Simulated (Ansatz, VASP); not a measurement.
MoS2, level by level in two programs

```
CELL_PARAMETERS angstrom
3.26994 0.00000 0.00000
-1.63497 2.83185 0.00000
0.00000 0.00000 6.39554
ATOMIC_POSITIONS crystal
Mo 0.00000 0.00000 0.50000
S 0.66667 0.33333 0.74468
S 0.33333 0.66667 0.25532
```

Measurements of this composition are mostly on another form, of space group No. 194.

Single points on this cell with VASP 6.6.1 and Ansatz 0.2.0. Each row is one pair of runs. Alike in all rows: spin: off; k mesh: 9 × 9 × 4; smearing: fermi-dirac, width 0.05 eV; VASP's potentials, cutoff: VASP PAW PBE potentials, release 64 (Mo_sv, S), 520 eV; Ansatz's potentials, cutoff: Ansatz PAW, 420 eV.

| level | gap on the k mesh at the Fermi level (eV), VASP | gap on the k mesh at the Fermi level (eV), Ansatz | pressure (GPa), VASP | pressure (GPa), Ansatz | largest component of the traceless stress (GPa), VASP | largest component of the traceless stress (GPa), Ansatz |
| --- | --- | --- | --- | --- | --- | --- |
| BLYP+D4 | none | none | -3.4 | -3.5 | 0.54 | 0.54 |
| PBEsol | ? | none | ? | -8.0 | ? | 2.00 |
| RPBE+D3(BJ) | none | none | -17.6 | -17.4 | 6.25 | 6.25 |

Problem. Fill in what VASP gave in row 2.

Solution. gap on the k mesh at the Fermi level (eV): none; pressure (GPa): -8.0; largest component of the traceless stress (GPa): 2.02.

A gap of «none» marks a metal or a gap that the smearing closes.

Caveats: this functional lacks dispersion, which binds the layers, so the pressure and a relaxed spacing across them are unreliable (some rows); the PAW data sets were made with another functional, which shifts forces and pressure a little (VASP); so large a pressure means that the cell lies far from this level's equilibrium, or that cutoff or potentials fall short (VASP); the potentials were made for another functional, which shifts forces and pressure (VASP); the PAW data sets come from PBE, with cores solved anew for the run's functional, which leaves a small shift of forces and pressure (Ansatz).
